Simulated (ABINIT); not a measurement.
Sb: band structure with PW91

Crystal: Sb.

```xyz
2
Lattice="2.1542 1.2437 3.7580 -2.1542 1.2437 3.7580 0.0000 -2.4875 3.7580" Properties=species:S:1:pos:R:3 pbc="T T T"
Sb    0.0000    0.0000    8.6416
Sb    0.0000    0.0000    2.6324
```

```
Program             : ABINIT 10.8.3 (patched build)
Task                : band structure
Functional          : PW91
Potentials or basis : JTH PAW PBE v2.0
Cutoff              : 517 eV
k mesh              : 8 × 8 × 8
Occupations         : fermi-dirac, width 0.05 eV
Spin                : no spin polarisation
Fine-grid cutoff    : 1034.03 eV
```

```yaml
Pressure: 2.5 GPa
Largest_force: 0.150 eV/Å
Band_gap_on_the_k_mesh: none (metal or under the smearing width)
Valence_electrons_inside_the_program's_atomic_spheres: Sb 12.44 (radii [1.2705] Å)
```

Forces on the atoms (eV/Å):
```
Sb   0.000  0.000 -0.150
Sb   0.000  0.000  0.150
```

Stress tensor (GPa, compression positive):
```
2.65 0.00 0.00
0.00 2.65 0.00
0.00 0.00 2.10
```

Levels at the corners of the path, in eV from the Fermi level:
| point | band 12 | band 13 | band 14 | band 15 | band 16 | band 17 | band 18 | band 19 |
| --- | --- | --- | --- | --- | --- | --- | --- | --- |
| Γ | -4.96 | -2.15 | -1.89 | -1.89 | 1.99 | 2.60 | 2.60 | 5.11 |
| L | -9.74 | -2.02 | -1.91 | -0.38 | -0.29 | 0.11 | 0.42 | 7.56 |
| B1 | -9.15 | -5.06 | -4.92 | -0.83 | 0.60 | 4.54 | 4.61 | 5.93 |

It took 58 s on 1 thread of Intel(R) Xeon(R) 6975P-C (Granite Rapids) (shared host), peak memory 0.17 GiB.

Caveat: the PAW data sets were made with another functional, which shifts forces and pressure a little; spin-orbit coupling is left out, which moves the levels of the heavy elements.
